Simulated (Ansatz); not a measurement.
## An elastic constant from a strain scan in TiAl$_{3}$

The calculation used Ansatz, DFT PBE, scalar-relativistic, plane waves, PAW. Settings: plane waves to 420 eV, k-mesh 18×18×18 (Γ-centred), Gaussian smearing 0.15 eV. No spin polarisation. Energies are free energies at this smearing, counted from the undisturbed cell; pressure is positive in compression.

Reference structure (relaxed at this level):

```
CELL_PARAMETERS angstrom
-1.92267 1.92267 4.31140
1.92267 -1.92267 4.31140
1.92267 1.92267 -4.31140
ATOMIC_POSITIONS crystal
Ti 0.00000 0.00000 0.00000
Al 0.50000 0.50000 0.00000
Al 0.75000 0.25000 0.50000
Al 0.25000 0.75000 0.50000
```

The cell is strained by ε times the Voigt pattern (0, 1, 0, 0, 0, 0) (xx, yy, zz, yz, xz, xy; engineering shear) with fractional coordinates fixed. The cell holds 4 atoms in V0 = 63.75 Å³. The stress column is τ = (1/V0) dE/dε, got from the stress tensor σ (compression positive) at each point as −det(1 + εP) σ : P(1 + εP)⁻¹, with P the pattern as a tensor.

```csv
ε,ΔE (meV/atom),τ (GPa)
-0.0400,16.244,-8.317
-0.0200,4.001,-4.036
0.0000,0.000,-0.033
0.0100,0.915,1.861
0.0300,8.216,5.428
0.0400,?,?
```

**Question.** Which combination of elastic constants does this scan measure, and how large is it?

**Answer.** For small ε, τ = τ0 + Kε with K = pᵀCp, which for this pattern is C22 in the Cartesian frame shown. The parabola through τ at ε = -0.0200, 0 and 0.0100 has slope K = 193 GPa at zero. The energies per cell, E = NΔE, of the same two points give K = 2[E(ε₊)/ε₊ − E(ε₋)/ε₋]/[(ε₊ − ε₋)V0] = 195 GPa, in agreement. These are clamped-ion values.

**Question.** Predict the withheld row at ε = 0.0400 from the harmonic law, and compare.

**Answer.** ΔE = V0(τ0 ε + Kε²/2)/N = 15.228 meV/atom and τ = 7.69 GPa. The calculation gives 14.452 meV/atom and 7.10 GPa: the energy lies 5 % below the harmonic value, as bonds soften when stretched.

Forces appear on the atoms along this scan, and letting them relax would lower the energy and soften the response. In a metal these slopes depend on the k mesh and the smearing.